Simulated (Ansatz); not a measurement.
# BP, before and after

The guess for BP was made by a generator: 4-connected net, two elements alternating (P4_2/mbc, No. 135). The dimensions are guesses.

start:

Space group P4_2/mbc (No. 135). a = 7.296 Å, b = 7.296 Å, c = 3.484 Å, α = 90.00°, β = 90.00°, γ = 90.00°
```json
{"atom": "B", "site": "8h", "symmetry": "m..", "x": "0.6913", "y": "0.6225", "z": "0.0000"}
{"atom": "P", "site": "8h", "symmetry": "m..", "x": "0.1225", "y": "0.8087", "z": "0.5000"}
```

Level of theory: Ansatz, DFT PBE, scalar-relativistic, plane waves, PAW. Cutoff 420 eV, Gaussian smearing, Γ-centred meshes. Cell and atoms relax first on a coarse mesh and then on a finer one. In between, the cell is made exact in the group found at 0.06 Å. In metals the finer mesh still leaves noise of several meV/atom or more. The steps can't lower the symmetry of their start. No spin polarisation.

end:

Space group P4_2/mbc (No. 135). a = 7.643 Å, b = 7.643 Å, c = 3.827 Å, α = 90.00°, β = 90.00°, γ = 90.00°
| atom | site | symmetry | x | y | z |
| --- | --- | --- | --- | --- | --- |
| B | 8h | m.. | 0.6820 | 0.6360 | 0.0000 |
| P | 8h | m.. | 0.1181 | 0.8022 | 0.5000 |

The symmetry stays P4_2/mbc (No. 135). The volume per atom grows by 20.5 %, from 11.6 to 14.0 Å³. The shortest distance goes from 1.79 Å (B–P) to 1.95 Å (B–P). The energy falls by about 0.25 eV/atom (the start's value is from the coarse mesh).

- Volume per atom: 13.97 Å³
- Density: 2.48 g/cm³
- Formation energy: +0.71 eV/atom
- Gap on the 6×6×10 mesh of the 16-atom cell: 0 eV (a metal)

Formation energies are uncorrected and refer to the elements' standard structures at the same level. The references include black phosphorus. It can't be a ground state, since the elements alone are lower.

The last run used Gaussian smearing of 0.10 eV. The reference form of P is held partly by dispersion forces, which this level lacks. Symmetry constrained the relaxation, so the result can be a saddle point. In all, the 3 runs took 5.5 min on 1 thread of Intel(R) Xeon(R) Platinum 8488C (Sapphire Rapids), with other jobs on the host.
